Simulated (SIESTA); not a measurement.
## Cu under changes of volume

One of the cells (11.436 Å³/atom); the others are scaled copies at fixed shape and fractional positions:

```
CELL_PARAMETERS angstrom
2.53410 0.00000 0.00000
-1.26705 2.19459 0.00000
0.00000 0.00000 4.11257
ATOMIC_POSITIONS crystal
Cu 0.66667 0.33333 0.75000
Cu 0.33333 0.66667 0.25000
```

This isn't the form of Cu at room conditions, which is fcc.

```yaml
Program: SIESTA 5.4.2
Functional: LDA
Potentials_or_basis: PseudoDojo 0.4 standard (LDA files)
Basis: DZP (energy shift 0.003 Ry; two zetas on semicore shells)
Grid_cutoff: 800 Ry
Energy_shift: 0.003 Ry
k_mesh: 12 × 12 × 7
Occupations: fermi-dirac, width 0.05 eV
Spin: no spin polarisation
```

| volume (Å³/atom) | energy over the lowest point (meV/atom) | pressure (GPa) |
| --- | --- | --- |
| 10.749 | 0.64 | 2.5 |
| 10.978 | 0.00 | -1.5 |
| 11.207 | 4.89 | -5.3 |
| 11.436 | 14.82 | -8.5 |
| 11.664 | ? | ? |
| 11.893 | 47.01 | -13.7 |
| 12.122 | 68.25 | -15.9 |

Q: What does the run at 11.664 Å³/atom give?

A: Energy over the lowest point 29.06 meV/atom; pressure -11.3 GPa.

Worked out: A Birch-Murnaghan fit of order 3 (a polynomial in V^(-2/3)) to the other rows has its minimum at 10.89 Å³/atom with B0 = V·E''(V) = 198 GPa and B' = 5.4 at fixed shape and positions, which overstates the stiffness. It gives 28.99 meV/atom at 11.664 Å³/atom, against the run's 29.06, and -dE/dV = -11.3 GPa, against -11.3.

Energies are extrapolated to zero smearing.

Caveats: short orbitals over semicore shells can move pressures by several GPa; the basis of atomic orbitals isn't converged, which shifts pressures, moduli and gaps.
